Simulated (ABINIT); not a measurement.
# BaS (Fm-3m) in ABINIT: a series of runs

The runs below take BaS through single point, with PBEsol, PBE, HSE06.

All numbers are computed with ABINIT 10.8.3 (patched build); they aren't measurements. Logs are shortened: lines on timing, memory, paths and dates and some standing lists are left out, and cuts for length are marked. The log counts tension as positive stress, the text compression.

**What was measured.**

From a printed reference work, monograph, original work of 1988, for a bulk crystal of BaS at 2 K: band gap 3.806 eV (indirect).

The results are compared with them further down.

### Step 1. The crystal as given

The structure is cubic, space group Fm-3m (No. 225). Conventional cell: a = 6.388 Å, b = 6.388 Å, c = 6.388 Å, α = 90.00°, β = 90.00°, γ = 90.00°. Around Ba (site symmetry m-3m) lie 6 S at 3.19 Å. S (site symmetry m-3m) has 6 Ba at 3.19 Å as nearest neighbours.

### Step 2. Single point, PBEsol

run.abi

```
pp_dirpath "./"
pseudos "56_Ba_10_2.8_2.8_pbe_n_v1.0.psp8, 16_S_6_1.8_1.9_pbe_n_v1.0.psp8"

acell 3*1.0
rprim
     0.0000000000     6.0353128105     6.0353128105
     6.0353128105     0.0000000000     6.0353128105
     6.0353128105     6.0353128105     0.0000000000
ntypat 2
znucl 56 16
natom 2
typat 1 2
xred
     0.0000000000     0.0000000000     0.0000000000
     0.5000000000     0.5000000000     0.5000000000

ecut 18.0

kptopt 1
ngkpt 6 6 6
nshiftk 1
shiftk 0.0 0.0 0.0

ixc -116133

nband 10
occopt 1

nstep 100
tolvrs 1.0e-10
diemac 6.0

iomode 3
prtwf 0
prteig 0
prtebands 0
enunit 1
prtden 1
prtvha 1
prtvclmb 1
prtpot 1
prtelf 1
```

Potentials or basis: SPMS NC PBE v1.0.

Command:

```console
$ mpirun --bind-to none -np 8 abinit run.abi > log 2>&1
```

run.abo:

```text
.Version 10.8.3 of ABINIT
 Symmetries : space group Fm -3 m (#225); Bravais cF (face-center cubic)
================================================================================
 Values of the parameters that define the memory need of the present run
     intxc =       0    ionmov =       0      iscf =       7    lmnmax =       8
     lnmax =       8     mgfft =      36  mpssoang =       4    mqgrid =    3001
     natom =       2  nloc_mem =       1    nspden =       1   nspinor =       1
    nsppol =       1      nsym =      48    n1xccc =    2501    ntypat =       2
    occopt =       1   xclevel =       2
       mpw =        1624          nfft =       46656          nkpt =          16
================================================================================
================================================================================

--------------------------------------------------------------------------------
------------- Echo of variables that govern the present computation ------------
--------------------------------------------------------------------------------
 -outvars: echo values of preprocessed input variables --------
            acell      1.0000000000E+00  1.0000000000E+00  1.0000000000E+00 Bohr
              amu      1.37327000E+02  3.20660000E+01
           diemac      6.00000000E+00
             ecut      1.80000000E+01 Hartree
           enunit           1
              ixc     -116133
         kptrlatt        6    0    0      0    6    0      0    0    6
          kptrlen      5.12113274E+01
            natom           2
            nband          10
            ngfft          36      36      36
             nkpt          16
            nstep         100
             nsym          48
           ntypat           2
        prtebands           0
           prteig           0
           prtelf           1
           prtpot           1
         prtvclmb           1
           prtvha           1
            prtwf           0
            rprim      0.0000000000E+00  6.0353128105E+00  6.0353128105E+00
                       6.0353128105E+00  0.0000000000E+00  6.0353128105E+00
                       6.0353128105E+00  6.0353128105E+00  0.0000000000E+00
          spgroup         225
           tolvrs      1.00000000E-10
            typat      1  2
           xangst      0.0000000000E+00  0.0000000000E+00  0.0000000000E+00
                       3.1937499978E+00  3.1937499978E+00  3.1937499978E+00
            xcart      0.0000000000E+00  0.0000000000E+00  0.0000000000E+00
                       6.0353128105E+00  6.0353128105E+00  6.0353128105E+00
             xred      0.0000000000E+00  0.0000000000E+00  0.0000000000E+00
                       5.0000000000E-01  5.0000000000E-01  5.0000000000E-01
            znucl       56.00000   16.00000

================================================================================

 chkinp: Checking input parameters for consistency.

================================================================================
== DATASET  1 ==================================================================

--- !DatasetInfo
iteration_state: {dtset: 1, }
dimensions: {natom: 2, nkpt: 16, mband: 10, nsppol: 1, nspinor: 1, nspden: 1, mpw: 1624, }
cutoff_energies: {ecut:  18.0, pawecutdg:  -1.0, }
electrons: {nelect:   1.60000000E+01, charge:   0.00000000E+00, occopt:   1.00000000E+00, tsmear:   1.00000000E-02, }
meta: {optdriver: 0, ionmov: 0, optcell: 0, iscf: 7, paral_kgb: 0, }
...

 Real(R)+Recip(G) space primitive vectors, cartesian coordinates (Bohr,Bohr^-1):
 R(1)=  0.0000000  6.0353128  6.0353128  G(1)= -0.0828457  0.0828457  0.0828457
 R(2)=  6.0353128  0.0000000  6.0353128  G(2)=  0.0828457 -0.0828457  0.0828457
 R(3)=  6.0353128  6.0353128  0.0000000  G(3)=  0.0828457  0.0828457 -0.0828457
 Unit cell volume ucvol=  4.3967255E+02 bohr^3
 Angles (23,13,12)=  6.00000000E+01  6.00000000E+01  6.00000000E+01 degrees

 getcut: wavevector=  0.0000  0.0000  0.0000  ngfft=  36  36  36
         ecut(hartree)=     18.000   => boxcut(ratio)=   2.20844

 getcut : COMMENT -
  Note that boxcut > 2.2 ; recall that boxcut=Gcut(box)/Gcut(sphere) = 2
  is sufficient for exact treatment of convolution.
  Such a large boxcut is a waste : you could raise ecut
  e.g. ecut=   21.947507 Hartrees makes boxcut=2

--- Pseudopotential description ------------------------------------------------
- pspini: atom type   1  psp file is ./56_Ba_10_2.8_2.8_pbe_n_v1.0.psp8
    8   11    3    4       600   0.00000      pspcod,pspxc,lmax,lloc,mmax,r2well
    5.99000000000000    5.00000000000000    0.00000000000000   rchrg,fchrg,qchrg
     nproj     2     2     2     2
     extension_switch     1

- pspini: atom type   2  psp file is ./16_S_6_1.8_1.9_pbe_n_v1.0.psp8
    8   11    2    4       600   0.00000      pspcod,pspxc,lmax,lloc,mmax,r2well
    5.99000000000000    6.00000000000000    0.00000000000000   rchrg,fchrg,qchrg
     nproj     2     2     2
     extension_switch     1

   5.52190165E+02                                ecore*ucvol(ha*bohr**3)
--------------------------------------------------------------------------------

================================================================================

--- !BeginCycle
iteration_state: {dtset: 1, }
solver: {iscf: 7, nstep: 100, nline: 4, wfoptalg: 0, }
tolerances: {tolvrs: 1.00E-10, }
...

     iter   Etot(hartree)      deltaE(h)  residm     vres2
 ETOT  1  -39.301444011680    -3.930E+01 3.587E-02 8.480E+01
 ETOT  2  -39.319807318914    -1.836E-02 2.070E-03 3.676E+01
 ETOT  3  -39.329581948955    -9.775E-03 7.454E-04 5.823E-02
 ETOT  4  -39.329608877897    -2.693E-05 3.957E-04 8.836E-04
 ETOT  5  -39.329609810873    -9.330E-07 1.426E-04 1.612E-04
 ETOT  6  -39.329609896986    -8.611E-08 8.282E-05 1.882E-05
 ETOT  7  -39.329609905286    -8.300E-09 3.038E-05 5.207E-07
 ETOT  8  -39.329609905721    -4.355E-10 2.238E-05 4.179E-09
 ETOT  9  -39.329609905740    -1.891E-11 7.892E-06 5.106E-09
 ETOT 10  -39.329609905742    -2.053E-12 2.155E-05 3.612E-10
 ETOT 11  -39.329609905743    -8.953E-13 7.582E-06 2.512E-11

 At SCF step   11       vres2   =  2.51E-11 < tolvrs=  1.00E-10 =>converged.

 Compute ELF
--------------------------------------------------------------------------------

 Compute kinetic energy density

 Compute gradient of the electron density
 Electron Localization Function (ELF) [min:0;max:1]
)     Maximum=    8.7974E-01  at reduced coord.    0.9167    0.9167    0.9444
)     Minimum=    6.5914E-06  at reduced coord.    0.5000    0.5000    0.5000
   Integrated=    1.5630E+02

--------------------------------------------------------------------------------
 End of ELF section

 Cartesian components of stress tensor (hartree/bohr^3)
  sigma(1 1)=  4.13710311E-05  sigma(3 2)=  0.00000000E+00
  sigma(2 2)=  4.13710311E-05  sigma(3 1)=  0.00000000E+00
  sigma(3 3)=  4.13710311E-05  sigma(2 1)=  0.00000000E+00

--- !ResultsGS
iteration_state: {dtset: 1, }
comment   : Summary of ground state results
lattice_vectors:
- [  0.0000000,   6.0353128,   6.0353128, ]
- [  6.0353128,   0.0000000,   6.0353128, ]
- [  6.0353128,   6.0353128,   0.0000000, ]
lattice_lengths: [   8.53522,    8.53522,    8.53522, ]
lattice_angles: [ 60.000,  60.000,  60.000, ] # degrees, (23, 13, 12)
lattice_volume:   4.3967255E+02
convergence: {deltae: -8.953E-13, res2:  2.512E-11, residm:  7.582E-06, diffor: null, }
etotal    :  -3.93296099E+01
entropy   :   0.00000000E+00
fermie    :   1.28309127E-01
cartesian_stress_tensor: # hartree/bohr^3
- [  4.13710311E-05,   0.00000000E+00,   0.00000000E+00, ]
- [  0.00000000E+00,   4.13710311E-05,   0.00000000E+00, ]
- [  0.00000000E+00,   0.00000000E+00,   4.13710311E-05, ]
pressure_GPa:  -1.2172E+00
xred      :
- [  0.0000E+00,   0.0000E+00,   0.0000E+00, Ba]
- [  5.0000E-01,   5.0000E-01,   5.0000E-01,  S]
cartesian_forces: # hartree/bohr
- [ -0.00000000E+00,  -0.00000000E+00,  -0.00000000E+00, ]
- [ -0.00000000E+00,  -0.00000000E+00,  -0.00000000E+00, ]
force_length_stats: {min:   0.00000000E+00, max:   0.00000000E+00, mean:   0.00000000E+00, }
...

 Integrated electronic density in atomic spheres:
 ------------------------------------------------
 Atom  Sphere_radius  Integrated_density
    1        2.00000          5.28336765
    2        2.00000          3.87780463
================================================================================

 ----iterations are completed or convergence reached----

 Mean square residual over all n,k,spin=   69.703E-09; max=  75.822E-07
 reduced coordinates (array xred) for    2 atoms
       0.000000000000      0.000000000000      0.000000000000
       0.500000000000      0.500000000000      0.500000000000
 rms dE/dt=  0.0000E+00; max dE/dt=  0.0000E+00; dE/dt below (all hartree)
    1       0.000000000000      0.000000000000      0.000000000000
    2       0.000000000000      0.000000000000      0.000000000000

 cartesian coordinates (angstrom) at end:
    1      0.00000000000000     0.00000000000000     0.00000000000000
    2      3.19374999782086     3.19374999782086     3.19374999782086

 cartesian forces (hartree/bohr) at end:
    1     -0.00000000000000    -0.00000000000000    -0.00000000000000
    2     -0.00000000000000    -0.00000000000000    -0.00000000000000
 frms,max,avg= 0.0000000E+00 0.0000000E+00   0.000E+00  0.000E+00  0.000E+00 h/b

 cartesian forces (eV/Angstrom) at end:
    1     -0.00000000000000    -0.00000000000000    -0.00000000000000
    2     -0.00000000000000    -0.00000000000000    -0.00000000000000
 frms,max,avg= 0.0000000E+00 0.0000000E+00   0.000E+00  0.000E+00  0.000E+00 e/A
 length scales=  1.000000000000  1.000000000000  1.000000000000 bohr
              =  0.529177210544  0.529177210544  0.529177210544 angstroms
 Fermi (or HOMO) energy (eV) =   3.49147   Average Vxc (eV)=  -8.99038
 Eigenvalues (   eV  ) for nkpt=  16  k points:
 kpt#   1, nband= 10, wtk=  0.00463, kpt=  0.0000  0.0000  0.0000 (reduced coord)
 -22.35279   -7.43252   -7.43252   -7.43252   -6.80607    3.49147    3.49147    3.49147
   6.98887    7.36340
 prteigrs : prtvol=0 or 1, do not print more k-points.

--- !EnergyTerms
iteration_state     : {dtset: 1, }
comment             : Components of total free energy in Hartree
kinetic             :  9.93546041578121E+00
hartree             :  4.78586834517764E+00
xc                  : -9.69083246161460E+00
Ewald energy        : -3.12456541999302E+01
psp_core            :  1.25591231098920E+00
local_psp           : -2.06019916408024E+01
non_local_psp       :  6.23162732465593E+00
total_energy        : -3.93296099057432E+01
total_energy_eV     : -1.07021320604894E+03
band_energy         : -3.20633656384726E+00
...

 Cartesian components of stress tensor (hartree/bohr^3)
  sigma(1 1)=  4.13710311E-05  sigma(3 2)=  0.00000000E+00
  sigma(2 2)=  4.13710311E-05  sigma(3 1)=  0.00000000E+00
  sigma(3 3)=  4.13710311E-05  sigma(2 1)=  0.00000000E+00

-Cartesian components of stress tensor (GPa)         [Pressure= -1.2172E+00 GPa]
- sigma(1 1)=  1.21717776E+00  sigma(3 2)=  0.00000000E+00
- sigma(2 2)=  1.21717776E+00  sigma(3 1)=  0.00000000E+00
- sigma(3 3)=  1.21717776E+00  sigma(2 1)=  0.00000000E+00

== END DATASET(S) ==============================================================
================================================================================

 -outvars: echo values of variables after computation  --------
            acell      1.0000000000E+00  1.0000000000E+00  1.0000000000E+00 Bohr
           etotal     -3.9329609906E+01
            fcart     -0.0000000000E+00 -0.0000000000E+00 -0.0000000000E+00
                      -0.0000000000E+00 -0.0000000000E+00 -0.0000000000E+00
            rprim      0.0000000000E+00  6.0353128105E+00  6.0353128105E+00
                       6.0353128105E+00  0.0000000000E+00  6.0353128105E+00
                       6.0353128105E+00  6.0353128105E+00  0.0000000000E+00
           strten      4.1371031075E-05  4.1371031075E-05  4.1371031075E-05
                       0.0000000000E+00  0.0000000000E+00  0.0000000000E+00
           xangst      0.0000000000E+00  0.0000000000E+00  0.0000000000E+00
                       3.1937499978E+00  3.1937499978E+00  3.1937499978E+00
             xred      0.0000000000E+00  0.0000000000E+00  0.0000000000E+00
                       5.0000000000E-01  5.0000000000E-01  5.0000000000E-01
 Calculation completed.
```

Run time: 7.1 s. Hardware: 8 MPI ranks of Intel Xeon Platinum 8259CL at 2.50GHz (Skylake/Cascade Lake), shared host; peak memory 0.48 GiB.

What came out:

```
Free energy                                           : -1070.2132 eV
Pressure                                              : -1.2 GPa
Band gap on the k mesh                                : 2.07 eV, indirect (least direct gap 2.18 eV)
Valence electrons inside the program's atomic spheres : Ba 5.28; S 3.88
```

Levels at points of the mesh, in eV from the valence-band top:
```
           k point  band 6  band 7  band 8  band 9  band 10
(0.00, 0.00, 0.00)    0.00    0.00    0.00    3.50     3.87
(0.50, 0.00, 0.00)   -1.92   -1.04   -1.04    5.39     5.56
(0.50, 0.50, 0.00)   -0.46   -0.11   -0.11    2.07     6.01
```

Caveat: the potentials were made for another functional, which shifts forces and pressure; spin-orbit coupling is left out, which moves the levels of the heavy elements.

### Step 3. Single point, PBE

run.abi: that of step 2 with these lines changed.

```diff
@@ -23,3 +23,3 @@
 
-ixc -116133
+ixc 11
```

Potentials or basis: SPMS NC PBE v1.0.

Command:

```console
$ mpirun --bind-to none -np 8 abinit run.abi > log 2>&1
```

run.abo:

```text
.Version 10.8.3 of ABINIT
 Symmetries : space group Fm -3 m (#225); Bravais cF (face-center cubic)
================================================================================
 Values of the parameters that define the memory need of the present run
     intxc =       0    ionmov =       0      iscf =       7    lmnmax =       8
     lnmax =       8     mgfft =      36  mpssoang =       4    mqgrid =    3001
     natom =       2  nloc_mem =       1    nspden =       1   nspinor =       1
    nsppol =       1      nsym =      48    n1xccc =    2501    ntypat =       2
    occopt =       1   xclevel =       2
       mpw =        1624          nfft =       46656          nkpt =          16
================================================================================
================================================================================

--------------------------------------------------------------------------------
------------- Echo of variables that govern the present computation ------------
--------------------------------------------------------------------------------
 -outvars: echo values of preprocessed input variables --------
            acell      1.0000000000E+00  1.0000000000E+00  1.0000000000E+00 Bohr
              amu      1.37327000E+02  3.20660000E+01
           diemac      6.00000000E+00
             ecut      1.80000000E+01 Hartree
           enunit           1
              ixc          11
         kptrlatt        6    0    0      0    6    0      0    0    6
          kptrlen      5.12113274E+01
            natom           2
            nband          10
[... 187 lines left out ...]
iteration_state     : {dtset: 1, }
comment             : Components of total free energy in Hartree
kinetic             :  9.98939915651790E+00
hartree             :  4.84102822101823E+00
xc                  : -9.80083309584728E+00
Ewald energy        : -3.12456541999302E+01
psp_core            :  1.25591231098920E+00
local_psp           : -2.07182114539824E+01
non_local_psp       :  6.25844029707404E+00
total_energy        : -3.94199187641605E+01
total_energy_eV     : -1.07267063527677E+03
band_energy         : -3.17574609772153E+00
...

 Cartesian components of stress tensor (hartree/bohr^3)
  sigma(1 1)= -2.26035188E-05  sigma(3 2)=  0.00000000E+00
  sigma(2 2)= -2.26035188E-05  sigma(3 1)=  0.00000000E+00
  sigma(3 3)= -2.26035188E-05  sigma(2 1)=  0.00000000E+00

-Cartesian components of stress tensor (GPa)         [Pressure=  6.6502E-01 GPa]
- sigma(1 1)= -6.65018483E-01  sigma(3 2)=  0.00000000E+00
- sigma(2 2)= -6.65018483E-01  sigma(3 1)=  0.00000000E+00
- sigma(3 3)= -6.65018483E-01  sigma(2 1)=  0.00000000E+00

== END DATASET(S) ==============================================================
================================================================================

 -outvars: echo values of variables after computation  --------
            acell      1.0000000000E+00  1.0000000000E+00  1.0000000000E+00 Bohr
           etotal     -3.9419918764E+01
            fcart     -0.0000000000E+00 -0.0000000000E+00 -0.0000000000E+00
                      -0.0000000000E+00 -0.0000000000E+00 -0.0000000000E+00
            rprim      0.0000000000E+00  6.0353128105E+00  6.0353128105E+00
                       6.0353128105E+00  0.0000000000E+00  6.0353128105E+00
                       6.0353128105E+00  6.0353128105E+00  0.0000000000E+00
           strten     -2.2603518819E-05 -2.2603518819E-05 -2.2603518819E-05
                       0.0000000000E+00  0.0000000000E+00  0.0000000000E+00
           xangst      0.0000000000E+00  0.0000000000E+00  0.0000000000E+00
                       3.1937499978E+00  3.1937499978E+00  3.1937499978E+00
             xred      0.0000000000E+00  0.0000000000E+00  0.0000000000E+00
                       5.0000000000E-01  5.0000000000E-01  5.0000000000E-01
 Calculation completed.
```

Run time: 5.8 s. Hardware: 8 MPI ranks of Intel Xeon Platinum 8259CL at 2.50GHz (Skylake/Cascade Lake), shared host; peak memory 0.56 GiB.

Results:

```
Free energy                                           : -1072.6706 eV
Pressure                                              : 0.7 GPa
Band gap on the k mesh                                : 2.21 eV, indirect (least direct gap 2.32 eV)
Valence electrons inside the program's atomic spheres : Ba 5.30; S 3.91
```

Caveat: spin-orbit coupling is left out, which moves the levels of the heavy elements.

(Continued in part 2 of 2.)
